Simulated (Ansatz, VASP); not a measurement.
# One calculation of V, two programs

```
V
1.0
    -1.49859    1.49859    1.49859
     1.49859   -1.49859    1.49859
     1.49859    1.49859   -1.49859
V
1
Cartesian
  0.0000 0.0000 0.0000
```

Alike in both runs: functional PBE; k mesh 20 × 20 × 20; occupations gaussian, width 0.1 eV; no spin polarisation.

Ansatz relaxed the structure, and its values are those at the end. VASP's run is a single point on that final structure, the one shown.

|  | VASP | Ansatz |
| --- | --- | --- |
| version | VASP 6.6.1 | Ansatz 0.2.0 |
| potentials or method | VASP PAW PBE potentials, release 64 (V_sv) | scalar-relativistic, plane waves, PAW |
| plane-wave cutoff (eV) | 520 | 420 |
| valence electrons in the cell | 13 | 13 |

```csv
,VASP,Ansatz,Ansatz less VASP
gap on the k mesh at the Fermi level (eV),none,none,-
pressure (GPa),0.4,0.0,-0.39
```

A gap of «none» marks a metal or a gap that the smearing closes.
